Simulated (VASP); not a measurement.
A run of VASP 6.6.1 is set up as follows.

Contents of POSCAR:

```
MgSe
1.0
    0.0000000000      2.7255000000      2.7255000000
    2.7255000000      0.0000000000      2.7255000000
    2.7255000000      2.7255000000      0.0000000000
Se Mg
1 1
Direct
    0.5000000000      0.5000000000      0.5000000000
    0.0000000000      0.0000000000      0.0000000000
```

INCAR.step1

```
PREC = Accurate
ENCUT = 520
EDIFF = 1E-7
ISMEAR = 0
SIGMA = 0.02
LREAL = False
LASPH = True
NELM = 80
ALGO = Normal
ISIF = 2
LWAVE = False
LCHARG = True
GGA = PE
NBANDS = 11
```

KPOINTS.step1

```
Automatic mesh
0
Gamma
  8 8 8
```

The input INCAR.step2:

```
PREC = Accurate
ENCUT = 520
EDIFF = 1E-7
ISMEAR = 0
SIGMA = 0.05
LREAL = False
LASPH = True
NELM = 80
ALGO = Normal
ISIF = 2
LWAVE = False
LCHARG = False
GGA = PE
NBANDS = 11
ICHARG = 11
```

KPOINTS.step2

```
path GXWKGLUWLK,UX
15
line-mode
reciprocal
 0.0000000000  0.0000000000  0.0000000000  G
 0.5000000000  0.0000000000  0.5000000000  X

 0.5000000000  0.0000000000  0.5000000000  X
 0.5000000000  0.2500000000  0.7500000000  W

 0.5000000000  0.2500000000  0.7500000000  W
 0.3750000000  0.3750000000  0.7500000000  K

 0.3750000000  0.3750000000  0.7500000000  K
 0.0000000000  0.0000000000  0.0000000000  G

 0.0000000000  0.0000000000  0.0000000000  G
 0.5000000000  0.5000000000  0.5000000000  L

 0.5000000000  0.5000000000  0.5000000000  L
 0.6250000000  0.2500000000  0.6250000000  U

 0.6250000000  0.2500000000  0.6250000000  U
 0.5000000000  0.2500000000  0.7500000000  W

 0.5000000000  0.2500000000  0.7500000000  W
 0.5000000000  0.5000000000  0.5000000000  L

 0.5000000000  0.5000000000  0.5000000000  L
 0.3750000000  0.3750000000  0.7500000000  K

 0.6250000000  0.2500000000  0.6250000000  U
 0.5000000000  0.0000000000  0.5000000000  X
```

Potentials or basis: VASP PAW PBE potentials, release 64 (Se, Mg).

Launch:

```bash
$ cat potpaw_PBE.64/Se/POTCAR potpaw_PBE.64/Mg/POTCAR > POTCAR
$ cp INCAR.step1 INCAR
$ cp KPOINTS.step1 KPOINTS
$ mpirun -np 1 vasp_std > vasp.out
$ cp INCAR.step2 INCAR
$ cp KPOINTS.step2 KPOINTS
$ mpirun -np 1 vasp_std > vasp.out
```

**Question.** Estimate the band gap on the k mesh.

**Answer.** 1.80 eV, indirect (least direct gap 2.60 eV).

**Question.** Predict the band gap along the path.

**Answer.** 1.80 eV, indirect (least direct gap 2.60 eV).

Levels at the corners of the path, in eV from the valence-band top:
```csv
point,band 1,band 2,band 3,band 4,band 5,band 6,band 7,band 8,band 9
Γ,-12.94,0.00,0.00,0.00,2.60,7.41,7.41,7.41,9.97
X,-11.50,-4.27,-1.79,-1.79,1.80,3.96,11.75,12.19,12.19
X,-11.50,-4.27,-1.79,-1.79,1.80,3.96,11.75,12.19,12.19
W,-11.46,-3.32,-3.32,-2.55,4.54,6.98,7.57,7.57,13.12
W,-11.46,-3.32,-3.32,-2.55,4.54,6.98,7.57,7.57,13.12
K,-11.50,-3.78,-3.34,-1.44,3.04,6.28,8.94,9.85,10.44
K,-11.50,-3.78,-3.34,-1.44,3.04,6.28,8.94,9.85,10.44
Γ,-12.94,0.00,0.00,0.00,2.60,7.41,7.41,7.41,9.97
Γ,-12.94,0.00,0.00,0.00,2.60,7.41,7.41,7.41,9.97
L,-11.82,-4.95,-0.58,-0.58,3.83,6.10,6.10,8.63,11.45
L,-11.82,-4.95,-0.58,-0.58,3.83,6.10,6.10,8.63,11.45
U,-11.50,-3.78,-3.34,-1.44,3.04,6.28,8.94,9.85,10.44
U,-11.50,-3.78,-3.34,-1.44,3.04,6.28,8.94,9.85,10.44
W,-11.46,-3.32,-3.32,-2.55,4.54,6.98,7.57,7.57,13.12
W,-11.46,-3.32,-3.32,-2.55,4.54,6.98,7.57,7.57,13.12
L,-11.82,-4.95,-0.58,-0.58,3.83,6.10,6.10,8.63,11.45
L,-11.82,-4.95,-0.58,-0.58,3.83,6.10,6.10,8.63,11.45
K,-11.50,-3.78,-3.34,-1.44,3.04,6.28,8.94,9.85,10.44
U,-11.50,-3.78,-3.34,-1.44,3.04,6.28,8.94,9.85,10.44
X,-11.50,-4.27,-1.79,-1.79,1.80,3.96,11.75,12.19,12.19
```

Caveat: the log is that of the step along the path at fixed density, whose energy, stress, charges and moments have no meaning.
